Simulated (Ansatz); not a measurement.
## Calculated 17O NMR of the central transition for HfSiO4

Cell: a COD entry.

Space group I4_1/amd:1 (No. 141); a = 6.5725, c = 5.9632 Å.

| site | Wyckoff | site symmetry | x | y | z |
| --- | --- | --- | --- | --- | --- |
| Hf | 4a | -4m2 | 0.0000 | 0.5000 | 0.2500 |
| Si | 4b | -4m2 | 0.5000 | 0.0000 | 0.2500 |
| O | 16h | .m. | 0.5000 | 0.3155 | 0.8198 |

One atom of each set is listed; the run and its k-mesh use a cell of 12 atoms with edges of 5.52, 5.52, 5.52 Å.

The numbers come from a DFT calculation in Ansatz (PBE, plane waves and PAW, scalar-relativistic, 420 eV cutoff, Γ-centred 7×7×7 k-points, Fermi–Dirac smearing 0.02 eV).

17O has I = 5/2 and Q = -25.58 mb (Pyykkö 2018); at 16.4 T its Larmor frequency is ν₀ = 94.7 MHz. Only the quadrupole interaction is simulated: positions count from each site's isotropic chemical shift, and J coupling is left out, as are shift anisotropy and dipolar coupling, which fast spinning averages.

Problem. What does the 17O spectrum (fast magic-angle spinning) show for each site?

Solution. 

| site | first shell | C_Q (MHz) | η | P_Q (MHz) | δ_QIS (ppm) | breadth (kHz) |
| --- | --- | --- | --- | --- | --- | --- |
| O | 1 Si at 1.62 Å, 2 Hf at 2.11–2.26 Å | -2.90 | 0.87 | 3.24 | -7.04 | 1.50 |

δ_QIS = −(ν_Q²/30ν₀²)[I(I+1) − 3/4](1 + η²/3) × 10⁶ ppm with ν_Q = 3|C_Q|/[2I(2I−1)]; it falls as 1/B₀² in ppm, and the breadth as 1/B₀ in kHz.

At this cell the PBE pressure is 7 GPa, so with PBE the cell would grow if it were relaxed. The largest force is 0.3 eV/Å, so the atoms aren't at the calculated equilibrium and relaxing them would move these values. Without spin–orbit coupling the gradients at and beside Hf can be off by some per cent, at some sites by more.

The run took 6.6 s of wall time (22 s of CPU time) and 0.79 GiB at its peak, on 4 threads of Intel Xeon Platinum 8488C (Sapphire Rapids) (x86_64; 16 cores open to the job, memory cap 8.0 GiB, no GPU), a shared host with a load of 0.2 a core.
